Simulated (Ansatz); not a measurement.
## Ionic part of the dielectric constant of LiF at 4.7 GPa, mode by mode

All numbers below come from DFT r2SCAN+D3(BJ), scalar-relativistic, plane waves, PAW in Ansatz. Cutoff 500 eV, 10×10×10 k-points (Γ-centred), fixed occupations. No spin polarisation. Phonons by linear response, acoustic sum rule imposed.

Symmetry: Pm-3m, No. 221, cubic system. The conventional cell has a = 2.455 Å, b = 2.455 Å, c = 2.455 Å, α = 90.00°, β = 90.00°, γ = 90.00°. Around Li (site symmetry m-3m) lie 8 F at 2.13 Å. F (site symmetry m-3m) is surrounded by 8 Li at 2.13 Å.

The cell is the ideal cubic caesium chloride prototype; this isn't the usual structure of the compound.

The primitive cell has V = 14.80 Å³ and ε∞,yy = 2.082. Each polar mode adds Δε = (4.92064×10⁷/V)·S/ν² along y, with S its oscillator strength in e²/amu, ν in cm⁻¹ and V in Å³.

Task: From these modes, find each Δε and ε0,yy.
| ν (cm⁻¹) | S_yy (e²/amu) |
| --- | --- |
| 112.7 | 0.2334 |

Result:
```json
{"ν (cm⁻¹)": "112.7", "Δε": "61.15"}
```

The sum is 61.154, so ε0,yy = 63.24; the run's tensor has 63.23.

Task: Where do the longitudinal modes lie for a wave vector along y?

Result: At 621 cm⁻¹. The Lyddane–Sachs–Teller product Π(ν_LO/ν_TO)² = 30.38 matches ε0/ε∞ = 30.38.

Cost: 1 run of about 1 core-minutes, on Intel Xeon Processor @ 2.50GHz (Skylake/Cascade Lake) (shared hosts).